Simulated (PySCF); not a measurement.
Compound: CHF₃.
Z-matrix (Å and degrees, PBE0-D3(BJ)/def2-TZVP geometry), rows numbered from 1:
```
F 
C   1  1.3315
F   2  1.3312  1  108.52
F   2  1.3313  1  108.52  3   117.72
H   2  1.0925  1  110.38  3  -121.17
```

Computed with PySCF at wB97X-D/pcSseg-2, non-relativistic, on one gas-phase PBE0-D3(BJ)/def2-TZVP geometry that isn't relaxed in the solvent. The solvent is an IEF-PCM continuum (van der Waals radii × 1.2). Specific hydrogen bonds and non-electrostatic terms are outside this model.

Gas phase at wB97X-D/pcSseg-2: HOMO -13.37 eV, LUMO 2.66 eV, dipole 1.63 D.

What does the continuum do to the energy, the frontier levels and the dipole at wB97X-D/pcSseg-2 in chloroform?

| solvent | ε | E(solvent) − E(gas) (kcal/mol) | polarisation term (kcal/mol) | distortion of the solute (kcal/mol) | HOMO (eV) | LUMO (eV) | dipole (D) |
| --- | --- | --- | --- | --- | --- | --- | --- |
| chloroform | 4.711 | -2.02 | -2.23 | 0.21 | -13.18 | 3.15 | 1.86 |

The first energy column is the sum of the next two and covers electrostatics alone.

Which radius a makes the point-dipole formula ΔE = −[(ε − 1)/(2ε + 1)]·μ²/a³ give the value in chloroform, with the gas-phase dipole?

μ = 0.640 au and |ΔE| = 0.00321 Eh give a = 1.89 Å; the farthest nucleus lies 1.31 Å from the centroid of the nuclei. The formula assumes a rigid point dipole at the centre of a sphere.

The pairwise dispersion term of wB97X-D wasn't added to the energies; at a given geometry it leaves orbitals and properties as they are.
